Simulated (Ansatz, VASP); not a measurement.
## Two plane-wave programs on Ga

```
Ga
1.0
    14.00000    0.00000    0.00000
     0.00000   14.40000    0.00000
     0.00000    0.00000   14.80000
Ga
1
Direct
  0.50000 0.50000 0.50000
```

The cell was built by a generator and needn't be a form met in nature.

Alike in both runs: task single point; functional revPBE; k mesh 1 × 1 × 1; occupations fermi-dirac, width 0.01 eV; collinear spin.

```csv
,VASP,Ansatz
version,VASP 6.6.1,Ansatz 0.2.0
potentials or method,"VASP PAW PBE potentials, release 64 (Ga_d)","plane waves (420 eV) with PAW, scalar-relativistic"
plane-wave cutoff (eV),520,420
valence electrons in the cell,13,13
```

Ansatz gave:

| Item | Value |
| --- | --- |
| net moment per atom (μB) | 1.00 |
| size of the moment on the site where the two differ most (μB) | 1.00 |

Estimate VASP's values.

net moment per atom (μB): 1.00; size of the moment on the site where the two differ most (μB): 0.28.

Site moments also hang on the region over which each program counts them. Ansatz warned: «lower_state_not_reached».
